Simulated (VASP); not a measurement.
Wanted: the native input for a VASP 6.6.1 run.

```yaml
Task: single point
Functional: revPBE
Potentials_or_basis: VASP PAW PBE potentials, release 64 (Mg)
Cutoff: 520 eV
k_mesh: 12 × 12 × 12
Occupations: fermi-dirac, width 0.1 eV
Spin: no spin polarisation
Dipole_correction: no
Further_INCAR_settings: ALGO = Normal; EDIFF = 1e-06; NBANDS = 7
```

The structure of Mg lies in POSCAR:

```
Mg
1.0
    2.9644281440      0.0000000000      0.0000000000
    0.0000000000      2.9644281440      0.0000000000
    0.0000000000      0.0000000000      2.9644281440
Mg
1
Direct
    0.0000000000      0.0000000000      0.0000000000
```

This isn't the form of Mg at room conditions, which is hcp.

The input as run:

INCAR

```
PREC = Accurate
ENCUT = 520
EDIFF = 1E-6
ISMEAR = -1
SIGMA = 0.1
LREAL = F
LASPH = T
NELM = 60
ALGO = Normal
ISIF = 2
LWAVE = F
LCHARG = F
GGA = RE
NBANDS = 7
```

KPOINTS

```
regular mesh
0
Gamma
  12 12 12
```

Potentials or basis: VASP PAW PBE potentials, release 64 (Mg).

Run with:

```sh
$ cat potpaw_PBE.64/Mg/POTCAR > POTCAR
$ mpirun -np 1 vasp_std > vasp.out
```

Results of the run:

```yaml
Pressure: 2.1 GPa
Band_gap_on_the_k_mesh: none (metal or under the smearing width)
```

Caveat: the PAW data sets were made with another functional, which shifts forces and pressure a little.

It took 4.9 s on 1 thread of Intel(R) Xeon(R) Platinum 8488C (Sapphire Rapids) (shared host), peak memory 0.14 GiB.
